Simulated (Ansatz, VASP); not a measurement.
Tc: VASP beside Ansatz

The input INCAR:

```
SYSTEM = Tc
  PREC = Accurate
  ENCUT = 520
  EDIFF = 1E-6
  ISMEAR = -1
  SIGMA = 0.05
  LREAL = .FALSE.
  LASPH = .TRUE.
  NELM = 100
  ALGO = Normal
  ISIF = 2
  LWAVE = .FALSE.
  LCHARG = .TRUE.
  GGA = PE
  LELF = .TRUE.
  LVHAR = .TRUE.
  NBANDS = 12
```

KPOINTS

```
Automatic mesh
0
G
  12 12 12
  0 0 0
```

The input POSCAR:

```
Tc
1.0
    0.0000000000      1.9882450037      1.9882450037
    1.9882450037      0.0000000000      1.9882450037
    1.9882450037      1.9882450037      0.0000000000
Tc
1
Direct
    0.0000000000      0.0000000000      0.0000000000
```

File input.yaml:

```yaml
crystal:
  lattice:
    - [0.0, 1.9882450037, 1.9882450037]
    - [1.9882450037, 0.0, 1.9882450037]
    - [1.9882450037, 1.9882450037, 0.0]
  atoms:
    - { symbol: Tc, position: [0.0, 0.0, 0.0] }
kpoints:
  mp_grid: { grid: [12, 12, 12] }
scf:
  occupations: { method: fermi_dirac, width: 0.05 }
hamiltonian:
  xc: pbe
  pseudopotentials: { kind: all_electron, lapw: { basis_error: 0.0005 } }
output:
  forces: true
  stress: true
  eigenvalues: true
```

Change from the starting cell: volume scaled by 1.06.

Alike in both runs: task single point; functional PBE; k mesh 12 × 12 × 12; occupations fermi-dirac, width 0.05 eV; no spin polarisation.

|  | VASP | Ansatz |
| --- | --- | --- |
| version | VASP 6.6.1 | Ansatz 0.2.0 |
| potentials or method | VASP PAW PBE potentials, release 64 (Tc_pv) | all-electron LAPW, scalar-relativistic |
| plane-wave cutoff (eV) | 520 | see its input |

Ansatz gave:

* gap on the k mesh at the Fermi level (eV): none
* pressure (GPa): -19.9

Question: Estimate VASP's values.

Answer: gap on the k mesh at the Fermi level (eV): none; pressure (GPa): -20.5.

A gap of «none» marks a metal or a gap that the smearing closes. Ansatz ran all-electron here, so the differences hold the error of VASP's frozen core and of both bases.

Caveats: so large a pressure means that the cell lies far from this level's equilibrium, or that cutoff or potentials fall short (VASP).
